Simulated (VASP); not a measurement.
Sb:

```
CELL_PARAMETERS angstrom
-1.87134 1.87134 1.87134
1.87134 -1.87134 1.87134
1.87134 1.87134 -1.87134
ATOMIC_POSITIONS crystal
Sb 0.00000 0.00000 0.00000
```

This isn't the form of Sb at room conditions, which is rhombohedral.

```yaml
Program: VASP 6.6.1
Task: single point
Functional: PBE
Potentials_or_basis: VASP PAW PBE potentials, release 64 (Sb)
Cutoff: 900 eV
k_mesh: 9 × 9 × 9
Occupations: gaussian, width 0.02 eV
Spin: no spin polarisation
```

On this cell: pressure 2.3 GPa; band gap on the k mesh none (metal or under the smearing width).

The same run follows on a disturbed copy (grid = ENCUT=900 k=9x9x9 ISMEAR=0 SIGMA=0.02 PREC=Accurate EDIFF=1e-08 LREAL=False ADDGRID=False LASPH=True; cell strained at random at fixed volume):

```
Sb
1.0
    -1.84880    1.84982    1.91108
     1.87787   -1.82974    1.92007
     1.84514    1.82607   -1.89100
Sb
1
Direct
  0.99899 0.01328 0.00623
```

**Question.** What changes?

**Answer.** The energy (extrapolated to zero smearing) moves by +6.2 meV/atom; pressure 2.4 GPa; band gap on the k mesh none (metal or under the smearing width).

Stress tensor (GPa, compression positive):
```
 2.50 -0.13 -0.34
-0.13  3.85 -0.20
-0.34 -0.20  0.98
```
